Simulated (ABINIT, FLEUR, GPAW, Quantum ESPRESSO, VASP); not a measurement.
SiC: band gap by level of theory

Space group P6_3mc (No. 186). a = 3.076 Å, b = 3.076 Å, c = 5.048 Å, α = 90.00°, β = 90.00°, γ = 120.00°
```
atom  site  symmetry       x       y       z
  Si    2b       3m.  0.6667  0.3333  0.5000
   C    2b       3m.  0.6667  0.3333  0.8850
```

```tsv
rung	level	program and potentials	cutoff (eV)	k mesh	task	band gap (eV)	notes
LDA	LDA	VASP, LDA PAW files C, Si, 520 eV	520	10 × 10 × 6	band structure	2.20	from the band path
GGA	BLYP	GPAW, PAW data sets generated for this functional	800	7 × 7 × 4	band structure	2.67	from the band path
GGA	PBE	Quantum ESPRESSO, SG15 PBE 1.2	1197	6 × 6 × 4	single point	2.34	mesh may miss the edge
GGA	PBE	VASP, PBE PAW files C, Si, 520 eV	520	10 × 10 × 6	band structure	2.32	from the band path
GGA	PBEsol	ABINIT, PseudoDojo NC SR PBEsol v0.4.1 standard	1116	10 × 10 × 5	band structure	2.17	from the band path
GGA	PBEsol	FLEUR, all-electron, FLAPW	-	10 × 10 × 5	band structure	2.17	from the band path
GGA	PBEsol	VASP, PBE PAW files C, Si, 520 eV	520	10 × 10 × 6	band structure	2.16	potentials made for PBE; from the band path
model potential	TB-mBJ	VASP, PBE PAW files C, Si, 520 eV	520	10 × 10 × 6	band structure	3.34	potentials made for PBE; from the band path
```

All rows: no spin polarisation. Gaps are the least found on the k mesh or the band path, and a mesh can miss the band edges. The cell comes from a database and isn't always the measured one. Meshes differ between rows, which moves values too. All levels ran on this one cell, unrelaxed unless noted. Meshes are those of the run's cell of 4 atoms unless a note names another. Runs on faulty files, with rough fits or with known faults for this quantity aren't shown. No row holds spin-orbit coupling.

By rung: LDA 2.20; GGA 2.16 to 2.67; model potential 3.34 (eV).
